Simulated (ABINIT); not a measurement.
# GaP: band structure with LDA-PZ

**Measured values to compare with.**

“Stacking defects in GaP nanowires: Electronic structure and optical properties”, 2018, arxiv:1810.01194 quotes, for a bulk crystal of GaP at 10 K: band gap 2.34 eV (indirect).

Crystal: GaP.

```
Ga P
1.0
     0.00000    2.72525    2.72525
     2.72525    0.00000    2.72525
     2.72525    2.72525    0.00000
Ga P
1 1
Direct
  0.00000 0.00000 0.00000
  0.75000 0.75000 0.75000
```

```yaml
Program: ABINIT 10.8.3 (patched build)
Task: band structure
Functional: LDA-PZ
Potentials_or_basis: JTH PAW LDA v2.0
Cutoff: 544 eV
k_mesh: 8 × 8 × 8
Occupations: fermi-dirac, width 0.05 eV
Spin: no spin polarisation
Fine-grid_cutoff: 1088.46 eV
```

```yaml
Pressure: -2.7 GPa
Band_gap_on_the_k_mesh: 1.49 eV, indirect (least direct gap 1.61 eV)
Band_gap_along_the_path: 1.44 eV, indirect (least direct gap 1.61 eV)
Valence_electrons_inside_the_program's_atomic_spheres: Ga 11.09; P 1.60
```

Levels at the corners of the path, in eV from the valence-band top:
```
point  band 7  band 8  band 9  band 10  band 11  band 12
    Γ    0.00    0.00    0.00     1.61     3.79     3.79
    X   -6.85   -2.71   -2.71     1.50     1.68    10.43
    W   -6.65   -3.62   -3.48     4.59     4.76     5.96
    K   -6.64   -3.99   -2.28     2.04     4.68     8.11
    Γ    0.00    0.00    0.00     1.61     3.79     3.79
    L   -6.72   -1.13   -1.13     1.50     4.63     4.63
    U   -6.64   -3.99   -2.28     2.04     4.68     8.11
    W   -6.65   -3.62   -3.48     4.59     4.76     5.96
    L   -6.72   -1.13   -1.13     1.50     4.63     4.63
    K   -6.64   -3.99   -2.28     2.04     4.68     8.11
```

Run time: 43 s on 1 thread of Arm Neoverse V2, on a shared host, peak memory 0.13 GiB.

A measured gap of GaP is 2.34 eV (indirect; 10 K; quoted in “Stacking defects in GaP nanowires: Electronic structure and optical properties”, 2018, arxiv:1810.01194); the calculated 1.44 eV misses it by -0.90 eV. Spin-orbit coupling on Ga is left out. The value is that of LDA-PZ, without temperature or zero-point motion. Semilocal functionals fall short of measured gaps as a rule.
